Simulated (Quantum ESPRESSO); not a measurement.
# Sn under changes of volume

One of the cells (33.803 Å³/atom); the others are scaled copies at fixed shape and fractional positions:

```
CELL_PARAMETERS angstrom
0.00000 3.23334 3.23334
3.23334 0.00000 3.23334
3.23334 3.23334 0.00000
ATOMIC_POSITIONS crystal
Sn 0.75000 0.75000 0.75000
Sn 0.50000 0.50000 0.50000
```

This isn't the form of Sn at room conditions, which is tetragonal (white tin).

| Item | Value |
| --- | --- |
| Program | Quantum ESPRESSO 7.5 |
| Functional | r2SCAN |
| Potentials or basis | SG15 PBE 1.2 |
| Cutoff | 952 eV |
| Density cutoff | 3810 eV |
| k mesh | 5 × 5 × 5 |
| Occupations | fermi-dirac, width 0.05 eV |
| Spin | no spin polarisation |

```csv
volume (Å³/atom),energy over the lowest point (meV/atom),pressure (GPa)
31.775,33.12,4.3
32.451,?,?
33.127,7.64,1.9
33.803,1.81,0.9
34.479,0.00,0.0
35.155,1.85,-0.9
35.831,7.02,-1.6
```

What does the run at 32.451 Å³/atom give?

Energy over the lowest point 17.91 meV/atom; pressure 3.0 GPa.

Worked out: A Birch-Murnaghan fit of order 3 (a polynomial in V^(-2/3)) to the other rows has its minimum at 34.46 Å³/atom with B0 = V·E''(V) = 44 GPa and B' = 4.0. It gives 17.93 meV/atom at 32.451 Å³/atom, against the run's 17.91, and -dE/dV = 3.0 GPa, against 3.0.

Energies are extrapolated to zero smearing.

Caveats: the potentials were made for another functional, which shifts forces and pressure.
